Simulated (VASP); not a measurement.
Here is the system:

```xyz
5
Lattice="4.2512 0.0000 0.0000 -2.1256 3.6816 0.0000 0.0000 0.0000 22.6367" Properties=species:S:1:pos:R:3 pbc="T T T"
Sb     0.0000     2.4544     9.3776
Sb     0.0000     0.0000    13.2591
Te     0.0000     0.0000     7.7620
Te     2.1256     1.2272    11.3184
Te     0.0000     2.4544    14.8747
```

Calculation: LDA (Ceperley-Alder, Perdew-Zunger), VASP's LDA PAW potentials (set 64) (plane waves; VASP 6.6.1). Settings: PREC = Normal, EDIFF = 1E-5, 400 eV cut-off, 12×12×1 Γ-centred mesh, Gaussian smearing of 0.050 eV, potentials Sb Te.

Question: The ions and cell shape at fixed volume are relaxed. Predict the relaxed structure.

Answer: 
```xyz
5
Lattice="4.2093 0.0000 0.0000 -2.1047 3.6454 0.0000 0.0000 0.0000 23.0892" Properties=species:S:1:pos:R:3 pbc="T T T"
Sb     0.0000     2.4302     9.5821
Sb     0.0000     0.0000    13.5072
Te     0.0000     0.0000     7.8891
Te     2.1047     1.2151    11.5446
Te     0.0000     2.4302    15.2001
```

Question: How much energy does the relaxation gain?

Answer: The energy (σ→0) changes by -5.9 meV/atom, in 5 ionic steps.

The cell is a sheet with vacuum, built from Sb2Te3 (tetradymite).
